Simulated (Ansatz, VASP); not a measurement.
## One calculation of InAs, two programs

```
In As
1.0
     0.00000    3.10830    3.10830
     3.10830    0.00000    3.10830
     3.10830    3.10830    0.00000
In As
1 1
Direct
  0.00000 0.00000 0.00000
  0.75000 0.75000 0.75000
```

Alike in both runs: functional PBEsol; k mesh 12 × 12 × 12; occupations fermi-dirac, width 0.15 eV; no spin polarisation.

Ansatz relaxed the structure, and its values are those at the end. VASP's run is a single point on that final structure, the one shown.

```csv
,VASP,Ansatz
version,VASP 6.6.1,Ansatz 0.2.0
potentials or method,"VASP PAW PBE potentials, release 64 (In_d, As)","scalar-relativistic, plane waves, PAW"
plane-wave cutoff (eV),520,420
valence electrons in the cell,18,28
```

VASP gave:

| Property | Result |
| --- | --- |
| gap on the k mesh at the Fermi level (eV) | none |
| pressure (GPa) | -2.9 |

**Question.** What did Ansatz give for the same quantities?

**Answer.** gap on the k mesh at the Fermi level (eV): none; pressure (GPa): -3.0.

A gap of «none» marks a metal or a gap that the smearing closes. The functional is the same, so the differences come from potentials, cutoffs and numerics. The two sets of potentials don't hold the same shells in valence.

Caveats: the PAW data sets were made with another functional, which shifts forces and pressure a little (VASP).
